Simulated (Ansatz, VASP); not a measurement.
# One calculation of Ta2C, two programs

INCAR

```
SYSTEM = Ta2C
  PREC = Accurate
  ENCUT = 600
  EDIFF = 1E-6
  ISMEAR = 0
  SIGMA = 0.1
  LREAL = .FALSE.
  LASPH = .TRUE.
  NELM = 100
  ALGO = Normal
  ISIF = 3
  LWAVE = .FALSE.
  LCHARG = .FALSE.
  IBRION = 2
  NSW = 70
  EDIFFG = -0.005
```

The input KPOINTS:

```
regular mesh
0
G
  15 15 8
  0 0 0
```

The input POSCAR:

```
Ta2C
1.0
    3.1216111275      0.0000000000      0.0000000000
   -1.5608055637      2.7033945371      0.0000000000
    0.0000000000      0.0000000000      4.9616082008
Ta C
2 1
Direct
    0.3333333333      0.6666666667      0.2528875965
    0.6666666667      0.3333333333      0.7471124035
    0.0000000000      0.0000000000      0.0000000000
```

Input for Ansatz:

```yaml
crystal:
  lattice:
    - [3.1216111275, 0.0, 0.0]
    - [-1.5608055637, 2.7033945371, 0.0]
    - [0.0, 0.0, 4.9616082008]
  atoms:
    - { symbol: Ta, position: [0.3333333333, 0.6666666667, 0.2528875965] }
    - { symbol: Ta, position: [0.6666666667, 0.3333333333, 0.7471124035] }
    - { symbol: C, position: [0.0, 0.0, 0.0] }
basis:
  ecutwfc: 420
kpoints:
  mp_grid: { grid: [15, 15, 8] }
hamiltonian:
  xc: lda
scf:
  occupations: { method: gaussian, width: 0.1 }
output:
  forces: true
  stress: true
  eigenvalues: true
relax:
  adjacent_minimum: "off"
  f_tol: 0.005
  max_steps: 50
  cell: { stress_tol: 0.05 }
```

Alike in both runs: task relaxation of cell and atoms; functional LDA; k mesh 15 × 15 × 8; occupations gaussian, width 0.1 eV; no spin polarisation.

|  | VASP | Ansatz |
| --- | --- | --- |
| version | VASP 6.6.1 | Ansatz 0.2.0 |
| potentials or method | VASP PAW LDA potentials, release 64 (Ta_pv, C) | scalar-relativistic, plane waves, PAW |
| plane-wave cutoff (eV) | 600 | 420 |
| valence electrons in the cell | 26 | 30 |

|  | VASP | Ansatz | Ansatz less VASP |
| --- | --- | --- | --- |
| gap on the k mesh at the Fermi level, each at its own relaxed structure (eV) | none | none | - |
| relaxed volume (Å³/atom) | 13.42 | 13.36 | -0.058 |
| relaxed cell length with the largest relative difference (Å) | 4.898 | 4.890 | -0.0073 |
| energy change over the relaxation (meV/atom) | -19 | -23 | -4.5 |

A gap of «none» marks a metal or a gap that the smearing closes. The two sets of potentials don't hold the same shells in valence.

Spin-orbit coupling is left out, which matters for the levels of Ta. Zero-point motion and thermal expansion aren't in these numbers. LDA usually gives volumes a few per cent too small.
